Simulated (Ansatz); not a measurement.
Reaction (formal exchange of groups at a Te–Si bond): `C#C[SiH2][Te]C` + `FC(F)F` → `C[Te]C(F)(F)F` + `C#C[SiH3]`

Computed with Ansatz on PBE0-D4/def2-TZVP structures; ΔE is electronic, products minus reactants. CCSD(T)/CBS adds triple-zeta CCSD(T) − MP2 to the extrapolated MP2 energy (def2 sets, frozen cores). This one scheme is used for every species. DFT in def2-TZVPP. B3LYP here is the variant with VWN-RPA as its local correlation; programs differ in this. def2 core potentials past Kr. For Te outer-core shells are correlated without core-valence functions, which leaves a few kJ/mol of doubt a bond. One conformer a species, not always the lowest.

```json
{"level": "PBE-D4", "ΔE (kJ/mol)": "108.7", "difference from CCSD(T)/CBS": "-6.6"}
{"level": "ωB97X-V", "ΔE (kJ/mol)": "107.1", "difference from CCSD(T)/CBS": "-8.2"}
{"level": "B2PLYP", "ΔE (kJ/mol)": "111.8", "difference from CCSD(T)/CBS": "-3.5"}
{"level": "PBE", "ΔE (kJ/mol)": "106.2", "difference from CCSD(T)/CBS": "-9.1"}
{"level": "B3LYP", "ΔE (kJ/mol)": "105.0", "difference from CCSD(T)/CBS": "-10.3"}
{"level": "MP2/def2-TZVPP", "ΔE (kJ/mol)": "125.5", "difference from CCSD(T)/CBS": "10.2"}
{"level": "CCSD/def2-TZVPP", "ΔE (kJ/mol)": "116.7", "difference from CCSD(T)/CBS": "1.4"}
{"level": "HF/def2-QZVPP", "ΔE (kJ/mol)": "123.7", "difference from CCSD(T)/CBS": "8.4"}
{"level": "MP2/def2-QZVPP", "ΔE (kJ/mol)": "125.4", "difference from CCSD(T)/CBS": "10.1"}
{"level": "MP2/CBS(def2)", "ΔE (kJ/mol)": "125.6", "difference from CCSD(T)/CBS": "10.3"}
{"level": "CCSD(T)/CBS", "ΔE (kJ/mol)": "115.3", "difference from CCSD(T)/CBS": "0"}
```

Largest T1 diagnostic among the species: 0.013.

From PBE to PBE0 (25 % exact exchange), in def2-TZVPP and without D4, ΔE moves by +10.3 kJ/mol. The D4 term adds +4.0 kJ/mol with B3LYP and +2.7 kJ/mol with PBE0; it sums over pairs of atoms, weighted by their polarisabilities, and B3LYP, whose exchange is more repulsive, gets the larger term.

CCSD(T)/CBS has its own doubt, a few kJ/mol and more with outer-core shells, so smaller differences from it don't rank the levels.
